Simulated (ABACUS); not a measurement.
PbO2 under changes of volume

One of the cells (13.151 Å³/atom); the others are scaled copies at fixed shape and fractional positions:

```
Pb O
1.0
     0.00000    2.70199    2.70199
     2.70199    0.00000    2.70199
     2.70199    2.70199    0.00000
Pb O
1 2
Direct
  0.00000 0.00000 0.00000
  0.75000 0.75000 0.75000
  0.25000 0.25000 0.25000
```

The cell comes from a database or a generator and needn't be the stable form of this composition.

* Program: ABACUS 3.10.1
* Functional: PBE
* Potentials or basis: PseudoDojo NC SR 0.4.1 PBE standard
* Cutoff: 1143 eV
* Density cutoff: 4572 eV
* Basis: plane waves
* k mesh: 9 × 9 × 9
* Occupations: fermi-dirac, width 0.05 eV
* Spin: no spin polarisation

```tsv
volume (Å³/atom)	energy over the lowest point (meV/atom)	pressure (GPa)
12.362	?	?
12.625	13.72	7.4
12.888	4.29	4.1
13.151	0.00	1.1
13.414	0.27	-1.5
13.677	4.59	-3.8
13.940	12.47	-5.8
```

**Question.** What does the run at 12.362 Å³/atom give?

**Answer.** Energy over the lowest point 28.89 meV/atom; pressure 11.1 GPa.

Worked out: A Birch-Murnaghan fit of order 3 (a polynomial in V^(-2/3)) to the other rows has its minimum at 13.26 Å³/atom with B0 = V·E''(V) = 133 GPa and B' = 5.1. It gives 28.97 meV/atom at 12.362 Å³/atom, against the run's 28.89, and -dE/dV = 11.2 GPa, against 11.1.

Energies are extrapolated to zero smearing.
